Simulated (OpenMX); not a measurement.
Sb:

```
Sb
1.0
     0.00000    2.37124    2.37124
     2.37124    0.00000    2.37124
     2.37124    2.37124    0.00000
Sb
1
Cartesian
  0.0000 0.0000 0.0000
```

This isn't the form of Sb at room conditions, which is rhombohedral.

* Program: OpenMX 3.8.5
* Task: single point
* Functional: PBE
* Potentials or basis: OpenMX 2013 PBE set, Sb7.0-s3p2d2, grid cutoff 500 Ry
* k mesh: 11 × 11 × 11
* Occupations: fermi-dirac, width 0.05 eV
* Spin: no spin polarisation

On this cell: pressure 3.7 GPa; band gap on the k mesh none (metal or under the smearing width).

The same run follows on a disturbed copy (cell strained at random at fixed volume):

```
CELL_PARAMETERS angstrom
-0.01676 2.38071 2.40165
2.36975 0.04435 2.34054
2.40963 2.35947 0.00447
ATOMIC_POSITIONS crystal
Sb 0.99246 0.01309 0.98926
```

Problem. What changes?

Solution. The energy (extrapolated to zero smearing) moves by -2.6 meV/atom; pressure 3.7 GPa; band gap on the k mesh none (metal or under the smearing width).

The energy falls, though the first cell shows no forces: that form is unstable against this distortion, unless noise or another electronic state is at work.

Caveats: the basis of atomic orbitals isn't converged, which shifts pressures, moduli and gaps.
